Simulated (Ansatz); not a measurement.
# Te2Mo (P2_1/m) in Ansatz: further runs

The runs below take Te2Mo through density of states, with LDA+U.

Everything below comes from runs of Ansatz 0.2.0. Logs are shortened: lines on timing, memory, paths and dates and some standing lists are left out, and cuts for length are marked.

## 1. The structure

Symmetry: P2_1/m, No. 11, monoclinic system. The conventional cell has a = 6.330 Å, b = 3.469 Å, c = 13.860 Å, α = 90.00°, β = 93.92°, γ = 90.00°. Te (site symmetry m) is surrounded by 3 Mo at 2.79 to 2.81 Å. Around Te (site symmetry m) lie 3 Mo at 2.70 Å. Te (site symmetry m) has 3 Mo at 2.79 to 2.82 Å as nearest neighbours. Te (site symmetry m) has 3 Mo at 2.70 to 2.71 Å as nearest neighbours. Around Mo (site symmetry m) lie 6 Te at 2.70 to 2.82 Å and 2 Mo at 2.89 Å. Around Mo (site symmetry m) lie 6 Te at 2.70 to 2.81 Å and 2 Mo at 2.90 Å.

## 2. Density of states, LDA+U

Contents of input.yaml:

```yaml
crystal:
  lattice:
    - [6.33, 0.0, 0.0]
    - [0.0, 3.469, 0.0]
    - [-0.9467947088, 0.0, 13.8276237937]
  atoms:
    - { symbol: Te, position: [0.9437, 0.75, 0.6045] }
    - { symbol: Te, position: [0.0563, 0.25, 0.3955] }
    - { symbol: Te, position: [0.903, 0.25, 0.8514] }
    - { symbol: Te, position: [0.097, 0.75, 0.1486] }
    - { symbol: Te, position: [0.4112, 0.75, 0.8955] }
    - { symbol: Te, position: [0.5888, 0.25, 0.1045] }
    - { symbol: Te, position: [0.4432, 0.25, 0.6484] }
    - { symbol: Te, position: [0.5568, 0.75, 0.3516] }
    - { symbol: Mo, position: [0.8167, 0.75, 0.9926] }
    - { symbol: Mo, position: [0.1833, 0.25, 0.0074] }
    - { symbol: Mo, position: [0.6819, 0.25, 0.4934] }
    - { symbol: Mo, position: [0.3181, 0.75, 0.5066] }
hamiltonian:
  xc: lda
  pseudopotentials: { kind: paw }
  hubbard: { sites: [{ species: Mo, l: d, u_eff: 3.0 }] }
kpoints:
  mp_grid: { grid: [3, 6, 2] }
scf:
  occupations: { method: fermi_dirac, width: 0.05 }
  n_extra_bands: 30
output:
  forces: true
  stress: true
  eigenvalues: true
  dos: { projected: false, de: 0.05, nscf_kmesh: { grid: [5, 9, 3] } }
```

Potentials or basis: Ansatz PAW.

The run is started by

```sh
> ansatz run input.yaml --threads 4 --pin off --max-ram 11264MiB --backend cpu --events-out ev --progress --plain --runs-dir out
```

The log of the run:

```text
Warning: RAYON_NUM_THREADS=4 ignored (pool sized by the plan → 4); use --threads N
Te: projections on atomic orbitals take those of the free atom [Kr] 4d10 5s2 5p4, of charge +0.00 (hamiltonian.pseudopotentials.projection_atoms); the dataset's partial waves leave at most 7.8e-6 of an orbital's norm unspanned inside its sphere
Mo: projections on atomic orbitals take those of the free atom [Ar 3d10] 4s2 4p6 4d5 5s1, of charge +0.00 (hamiltonian.pseudopotentials.projection_atoms); the dataset's partial waves leave at most 6.0e-6 of an orbital's norm unspanned inside its sphere
scf.n_extra_bands = 30 over 92 filled bands (N_el = 184.0): the run solves 122 bands
Engine: ansatz 0.2.0, x86_64-unknown-linux-gnu
Pseudopotentials: kind: paw
Pseudopotential: Te, paw, valence charge 16, recommended cutoff 420 eV (normal), Te.paw.azcp
Pseudopotential: Mo, paw, valence charge 14, recommended cutoff 420 eV (normal), Mo.paw.azcp
Functional definition: SPW92
  exchange = slater_x
  correlation = pw_c
Crystal: 12 atoms, lattice volume = 303.638 Å³
Basis set: ecut = 420 eV, 5919 PW (Γ)
Bands: 122, of which v1, the nominal top of the filled ones, is band 92 counted from 1 (91 counted from 0)
Symmetry: 4 space group operations
Space group: P21/m (ITA 11), of the structure as read, at distance tolerance 6.7e-5 Å
k-points: 16 of 36
Non-local potential: Te, projectors of the file, l = 0: 2, l = 1: 2, l = 2: 2, l = 3: 2
Non-local potential: Mo, projectors of the file, l = 0: 3, l = 1: 2, l = 2: 2, l = 3: 1
PAW form: soft (Blöchl's): semilocal exchange-correlation on the pseudo side does not see the compensation charge
PAW frozen core: Te, regenerated for the run's functional, and the local potential with it (the file was generated under x = pbe(κ = 0.804, μ = 0.2195149727645171), c = pbe(β = 0.06672455060314922))
PAW frozen core: Mo, regenerated for the run's functional, and the local potential with it (the file was generated under x = pbe(κ = 0.804, μ = 0.2195149727645171), c = pbe(β = 0.06672455060314922))
PAW one-centre angular grid: Te, 590 points (default); XC on 64 Gauss nodes
PAW one-centre angular grid: Mo, 590 points (default); XC on 64 Gauss nodes
Initial density: superposition of atomic densities (chi_scale 0.1, normalization cell, long waves of neutral atoms under a Hubbard term (reshape's long-wave potential 0.01 eV rms, cloud 2.92 Å wide))
Initial wavefunctions: pseudopotential atomic-orbital guess
Functional: x = slater, c = lda
SCF iter   1: F=—  HF=-73980.568911 eV  |F-HF|=—  |Δ(HF+E_count)|=         —  Δρ=5.55e-2  dr2=1.19e1  ethr=3.10e-3  ⟨swp⟩=6.0  Hψ=7456  notcnv=0  defer=102
preconditioner: auto → LDOS  [metal: Δε(μ)=0.013 eV  Ē_g=9.179 eV  σ=0.050 eV  W_gap=0.06  n_scr=82 (ndim 8)  ℏωp=18.1 eV  f_vac=0.013  D(μ)=3.69/eV (n_scr^D=16)  β→1.0]
[... 20 lines left out ...]
--- Per-component energies (eV) ---
  E_band       = -2376.296676
  E_kinetic    = 3228.341045
  E_local      = -15276.885986  (includes V_loc(G=0)·N_el)
  E_nonlocal   = -1842.130407
  E_hartree    = 8465.943508
  E_xc         = -1723.885371
  E_vxc        = -1758.068438  (∫ρ·V_xc dr)
  E_hubbard    = 14.254926  (on-site DFT+U / exact-exchange correction)
  E_vhub       = -4.198676  (the Hubbard potential's part of the band-sum identity)
  E_paw        = -48441.608284  (= ΣΔE_a)
  E_vpaw       = -3655.244760  (= ΣTr[D̂ρ^β])
  E_aug_tail   = -0.001440  (compensation charges beyond the density's cutoff)
  E_ewald      = -18409.080843
  E_core_change = 7.320554  (= ΣΔE_core)
  E_smearing   = -0.022828  (= −TS)
  E_closure    = -0.000000  (closes the sum)
  Σ components = -73977.755126   (vs F -73977.755126, Δ=0.00e0)
--- Forces (eV/Å), atoms counted from 1 ---
  atom   1  Te     0.01194827     0.00000000    -0.22050305
  atom   2  Te    -0.01194827     0.00000000     0.22050305
  atom   3  Te    -0.00951942     0.00000000     0.46708939
  atom   4  Te     0.00951942     0.00000000    -0.46708939
  atom   5  Te    -0.01641037     0.00000000     0.28554341
  atom   6  Te     0.01641037     0.00000000    -0.28554341
  atom   7  Te     0.00911665     0.00000000    -0.50948786
  atom   8  Te    -0.00911665     0.00000000     0.50948786
  atom   9  Mo     0.40518087     0.00000000     0.14616555
  atom  10  Mo    -0.40518087     0.00000000    -0.14616555
  atom  11  Mo    -0.54138518     0.00000000     0.07085296
  atom  12  Mo     0.54138518     0.00000000    -0.07085296
  max |Σ_I F_I| component: 0.00e0 eV/Å
--- Stress (GPa, compression-positive) ---
       -3.478381       0.000000       0.064205
        0.000000      -2.674342       0.000000
        0.064205       0.000000      -3.761139
  P = ⅓ Tr σ = -3.3046 GPa (-33.046 kbar)
--- Band table (eV; the first three rows and the last of 16) ---
  k-point 0: bands = ["-48.6853", "-48.6471", "-48.6272", "-48.5876", "-24.8039", "-24.7983", "-24.7875", "-24.7872", "-24.7690", "-24.7628", "-24.7568", "-24.7510", "-24.7508", "-24.7504", "-24.7400", "-24.7269", "-24.7217", "-24.7188", "-24.7162", "-24.7153", "-24.7047", "-24.6915", "-24.6826", "-24.6800", "-24.5965", "-24.5926", "-24.5819", "-24.5797", "-24.5609", "-24.5573", "-24.5474", "-24.5463", "-24.5443", "-24.5350", "-24.5107", "-24.5106", "-24.5026", "-24.4986", "-24.4937", "-24.4894", "-24.4730", "-24.4649", "-24.4565", "-24.4520", "-23.0306", "-22.9889", "-22.9155", "-22.8842", "-22.8818", "-22.8464", "-22.7595", "-22.7223", "-22.6609", "-22.6241", "-22.5482", "-22.5047", "-1.0641", "-0.7370", "-0.1813", "0.3285", "0.7561", "0.9570", "0.9909", "1.2302", "6.2520", "6.3684", "6.5715", "7.0998", "7.5639", "7.6159", "8.0183", "8.1340", "8.7225", "9.4943", "9.5171", "9.5422", "9.6077", "9.6866", "9.8715", "10.3415", "10.4033", "10.4688", "10.8128", "10.8418", "11.1368", "11.2775", "11.3434", "11.5815", "11.6129", "11.9671", "12.2505", "12.2571", "12.6905", "12.8184", "12.9022", "12.9547", "13.1604", "13.9321", "14.0708", "14.1700", "14.3382", "14.8922", "15.0868", "15.2097", "15.3041", "15.5355", "15.5873", "15.7279", "16.6927", "16.8098", "17.1755", "17.6516", "17.9236", "18.1605", "18.5519", "18.9880", "19.3663", "19.5633", "19.6237", "19.7965", "20.4035", "20.4260"]
  k-point 1: bands = ["-48.6853", "-48.6471", "-48.6272", "-48.5876", "-24.8039", "-24.7983", "-24.7875", "-24.7872", "-24.7689", "-24.7628", "-24.7568", "-24.7509", "-24.7509", "-24.7504", "-24.7400", "-24.7269", "-24.7217", "-24.7188", "-24.7162", "-24.7153", "-24.7047", "-24.6915", "-24.6826", "-24.6800", "-24.5965", "-24.5926", "-24.5819", "-24.5797", "-24.5609", "-24.5573", "-24.5474", "-24.5463", "-24.5443", "-24.5350", "-24.5107", "-24.5106", "-24.5026", "-24.4986", "-24.4937", "-24.4894", "-24.4730", "-24.4649", "-24.4565", "-24.4520", "-23.0306", "-22.9889", "-22.9155", "-22.8842", "-22.8818", "-22.8464", "-22.7595", "-22.7223", "-22.6609", "-22.6241", "-22.5482", "-22.5047", "-0.9567", "-0.9198", "0.0991", "0.1277", "0.7845", "0.8011", "1.1590", "1.1820", "6.3583", "6.4052", "6.7790", "6.8175", "7.2886", "7.4134", "8.1471", "8.3569", "9.1741", "9.3063", "9.4965", "9.5379", "9.5502", "9.5729", "10.0269", "10.0304", "10.4440", "10.5777", "10.7557", "10.8407", "11.2463", "11.2899", "11.2918", "11.3394", "12.0395", "12.0770", "12.0893", "12.1020", "12.6997", "12.8236", "12.8253", "12.8974", "13.5533", "13.7932", "14.1766", "14.1975", "14.2362", "14.3062", "15.3642", "15.3719", "15.4953", "15.4997", "15.5021", "15.5209", "16.8335", "16.9985", "17.2505", "17.4539", "17.9715", "18.0494", "18.6867", "18.8254", "19.0898", "19.1385", "20.1139", "20.1329", "20.6061", "20.6820"]
  k-point 2: bands = ["-48.6801", "-48.6418", "-48.6301", "-48.5906", "-24.7992", "-24.7926", "-24.7897", "-24.7882", "-24.7640", "-24.7589", "-24.7570", "-24.7536", "-24.7531", "-24.7519", "-24.7388", "-24.7275", "-24.7238", "-24.7189", "-24.7180", "-24.7165", "-24.7035", "-24.6921", "-24.6827", "-24.6803", "-24.5908", "-24.5874", "-24.5844", "-24.5822", "-24.5552", "-24.5520", "-24.5489", "-24.5484", "-24.5468", "-24.5380", "-24.5117", "-24.5103", "-24.5029", "-24.5016", "-24.4931", "-24.4891", "-24.4727", "-24.4652", "-24.4559", "-24.4517", "-23.0233", "-22.9826", "-22.9525", "-22.9181", "-22.8663", "-22.8289", "-22.7869", "-22.7493", "-22.6499", "-22.6125", "-22.5506", "-22.5074", "-0.7551", "-0.4314", "0.0239", "0.5039", "0.9049", "1.0800", "1.1865", "1.4056", "6.5589", "6.6845", "6.8465", "7.2434", "7.5972", "7.9524", "8.0420", "8.2138", "8.5623", "8.9185", "8.9849", "9.2491", "9.4370", "9.4558", "9.6623", "9.7991", "10.1920", "10.3014", "10.4752", "10.5549", "10.6333", "10.8295", "11.0106", "11.0357", "11.4175", "11.4415", "11.7050", "11.8606", "12.2380", "12.4173", "13.3434", "13.4013", "13.4798", "13.6547", "13.7808", "13.9740", "14.1163", "14.1697", "14.3033", "14.4325", "14.9535", "15.2803", "15.3810", "15.5487", "16.9855", "17.0650", "17.9180", "18.0562", "18.9864", "19.3218", "19.5285", "19.7889", "19.8418", "19.8771", "20.1625", "20.2673", "20.4917", "20.6043"]
  k-point 15: bands = ["-48.6513", "-48.6513", "-48.6124", "-48.6124", "-24.7991", "-24.7991", "-24.7755", "-24.7755", "-24.7637", "-24.7637", "-24.7623", "-24.7623", "-24.7404", "-24.7404", "-24.7328", "-24.7328", "-24.7285", "-24.7285", "-24.7175", "-24.7175", "-24.6972", "-24.6972", "-24.6814", "-24.6814", "-24.5919", "-24.5919", "-24.5704", "-24.5704", "-24.5563", "-24.5563", "-24.5489", "-24.5489", "-24.5350", "-24.5350", "-24.5123", "-24.5123", "-24.5065", "-24.5065", "-24.4894", "-24.4894", "-24.4688", "-24.4688", "-24.4521", "-24.4521", "-23.0459", "-23.0459", "-23.0103", "-23.0103", "-22.8201", "-22.8201", "-22.7810", "-22.7810", "-22.5949", "-22.5949", "-22.5544", "-22.5544", "1.0003", "1.0003", "1.1369", "1.1369", "1.4073", "1.4073", "1.4635", "1.4635", "6.2951", "6.2951", "6.4084", "6.4084", "7.2466", "7.2466", "7.3555", "7.3555", "8.4771", "8.4771", "8.7617", "8.7617", "9.1816", "9.1816", "9.3957", "9.3957", "9.6979", "9.6979", "9.8443", "9.8443", "10.2163", "10.2163", "10.2826", "10.2826", "10.9064", "10.9064", "10.9936", "10.9936", "13.3065", "13.3065", "13.4070", "13.4070", "13.5439", "13.5439", "13.8965", "13.8965", "14.1212", "14.1212", "14.5074", "14.5074", "15.3705", "15.3705", "15.6954", "15.6954", "16.7385", "16.7385", "17.1477", "17.1477", "17.5776", "17.5776", "17.7862", "17.7862", "18.6138", "18.6138", "18.8622", "18.8622", "19.1392", "19.1392"]
Occupation matrices written to <dir>
```

Wall time 23 s (4 threads of Intel Xeon Platinum 8259CL at 2.50GHz (Skylake/Cascade Lake), shared host); peak memory 2 GiB.

What came out:

- Free energy: -73977.7551 eV
- Pressure: -3.3 GPa
- Largest force: 0.546 eV/Å
- Band gap on the k mesh: none (metal or under the smearing width)
- Density of states at the Fermi level: 2.49 states/eV per cell

Forces on the atoms (eV/Å):
```
Te   0.012  0.000 -0.221
Te  -0.012  0.000  0.221
Te  -0.010  0.000  0.467
Te   0.010  0.000 -0.467
Te  -0.016  0.000  0.286
Te   0.016  0.000 -0.286
Te   0.009  0.000 -0.509
Te  -0.009  0.000  0.509
Mo   0.405  0.000  0.146
Mo  -0.405  0.000 -0.146
Mo  -0.541  0.000  0.071
Mo   0.541  0.000 -0.071
```

Stress tensor (GPa, compression positive):
```
-3.48  0.00  0.06
 0.00 -2.67  0.00
 0.06  0.00 -3.76
```

Levels at points of the mesh, in eV from the Fermi level:
```
             k point  band 88  band 89  band 90  band 91  band 92  band 93  band 94  band 95  band 96  band 97
  (0.00, 0.00, 0.00)    -0.58    -0.55    -0.20     0.09     0.09     0.53     0.65     0.74     0.79     1.00
 (0.00, 0.00, -0.50)    -0.82    -0.12    -0.09    -0.07    -0.06     0.54     0.66     0.66     0.73     1.39
 (0.00, -0.50, 0.00)    -1.87    -1.64    -1.64    -1.44    -1.44     1.00     1.00     1.26     1.26     1.41
(0.00, -0.50, -0.50)    -1.70    -1.65    -1.65    -1.58    -1.58     0.94     0.94     1.30     1.30     1.33
```

States per cell in windows of 1 eV (zero at the Fermi level; states under -8 eV left out):
| from (eV) | total |
| --- | --- |
| -8.0 | 0.00 |
| -7.0 | 0.00 |
| -6.0 | 5.14 |
| -5.0 | 9.12 |
| -4.0 | 10.45 |
| -3.0 | 11.66 |
| -2.0 | 14.43 |
| -1.0 | 5.05 |
| 0.0 | 5.07 |
| 1.0 | 11.99 |
| 2.0 | 8.88 |
| 3.0 | 6.21 |
| 4.0 | 2.36 |
| 5.0 | 6.00 |
| 6.0 | 7.43 |
| 7.0 | 9.13 |

Eigenvalues of the final occupation matrices:
| site | spin | trace | eigenvalues |
| --- | --- | --- | --- |
| site 1 | 1 | 2.73 | 0.40 0.49 0.52 0.64 0.68 |
| site 2 | 1 | 2.73 | 0.40 0.49 0.52 0.64 0.68 |
| site 3 | 1 | 2.72 | 0.40 0.49 0.52 0.64 0.68 |
| site 4 | 1 | 2.72 | 0.40 0.49 0.52 0.64 0.68 |

Caveat: U without spin polarisation on a metal has little footing; the PAW data sets come from PBE, with cores solved anew for the run's functional, which leaves a small shift of forces and pressure; the U is typed as a test and isn't derived for this compound; the density of states is complete only up to the lowest level of the last band computed. The run has no spin-orbit coupling, so splittings on Te are missing.

## 3. Density of states, LDA+U

Changes to input.yaml since step 2:

```diff
@@ -21,3 +21,3 @@
   pseudopotentials: { kind: paw }
-  hubbard: { sites: [{ species: Mo, l: d, u_eff: 3.0 }] }
+  hubbard: { sites: [{ species: Mo, l: d, u_eff: 4.0 }] }
 kpoints:
```

Potentials or basis: Ansatz PAW.

The run is started by

```sh
> ansatz run input.yaml --threads 4 --pin off --max-ram 11264MiB --backend cpu --events-out ev --progress --plain --runs-dir out
```

Wall time 24 s (4 threads of Intel Xeon Platinum 8259CL at 2.50GHz (Skylake/Cascade Lake), shared host); peak memory 2 GiB.

The run converged. Its results:

| Quantity | Value |
| --- | --- |
| Free energy | -73973.0333 eV |
| Pressure | -3.2 GPa |
| Largest force | 0.585 eV/Å |
| Band gap on the k mesh | none (metal or under the smearing width) |
| Density of states at the Fermi level | 1.81 states/eV per cell |

Forces in eV/Å, atoms in the order of the input:
```
Te   0.007  0.000 -0.208
Te  -0.007  0.000  0.208
Te   0.002  0.000  0.489
Te  -0.002  0.000 -0.489
Te  -0.024  0.000  0.277
Te   0.024  0.000 -0.277
Te   0.018  0.000 -0.535
Te  -0.018  0.000  0.535
Mo   0.427  0.000  0.215
Mo  -0.427  0.000 -0.215
Mo  -0.570  0.000  0.129
Mo   0.570  0.000 -0.129
```

Stress tensor (GPa, compression positive):
```
-3.40  0.00  0.06
 0.00 -2.29  0.00
 0.06  0.00 -3.82
```

Levels at points of the mesh, in eV from the Fermi level:
| k point | band 88 | band 89 | band 90 | band 91 | band 92 | band 93 | band 94 | band 95 | band 96 | band 97 |
| --- | --- | --- | --- | --- | --- | --- | --- | --- | --- | --- |
| (0.00, 0.00, 0.00) | -0.65 | -0.63 | -0.23 | 0.06 | 0.08 | 0.50 | 0.58 | 0.62 | 0.87 | 0.95 |
| (0.00, 0.00, -0.50) | -0.94 | -0.17 | -0.13 | -0.10 | -0.09 | 0.51 | 0.58 | 0.62 | 0.74 | 1.35 |
| (0.00, -0.50, 0.00) | -1.90 | -1.70 | -1.70 | -1.45 | -1.45 | 0.98 | 0.98 | 1.29 | 1.29 | 1.42 |
| (0.00, -0.50, -0.50) | -1.71 | -1.68 | -1.68 | -1.64 | -1.64 | 0.87 | 0.87 | 1.35 | 1.35 | 1.36 |

States per cell in windows of 1 eV (zero at the Fermi level; states under -8 eV left out):
| from (eV) | total |
| --- | --- |
| -8.0 | 0.00 |
| -7.0 | 0.15 |
| -6.0 | 6.62 |
| -5.0 | 8.86 |
| -4.0 | 11.22 |
| -3.0 | 12.79 |
| -2.0 | 12.81 |
| -1.0 | 3.67 |
| 0.0 | 6.28 |
| 1.0 | 12.42 |
| 2.0 | 8.08 |
| 3.0 | 5.10 |
| 4.0 | 3.15 |
| 5.0 | 6.14 |
| 6.0 | 7.68 |
| 7.0 | 8.85 |

Eigenvalues of the final occupation matrices:
| site | spin | trace | eigenvalues |
| --- | --- | --- | --- |
| site 1 | 1 | 2.73 | 0.38 0.48 0.52 0.65 0.70 |
| site 2 | 1 | 2.73 | 0.38 0.48 0.52 0.65 0.70 |
| site 3 | 1 | 2.73 | 0.37 0.48 0.52 0.65 0.70 |
| site 4 | 1 | 2.73 | 0.37 0.48 0.52 0.65 0.70 |

Caveat: U without spin polarisation on a metal has little footing; the PAW data sets come from PBE, with cores solved anew for the run's functional, which leaves a small shift of forces and pressure; the U is typed as a test and isn't derived for this compound; the density of states is complete only up to the lowest level of the last band computed. The run has no spin-orbit coupling, so splittings on Te are missing.

(Continued in part 2 of 2.)
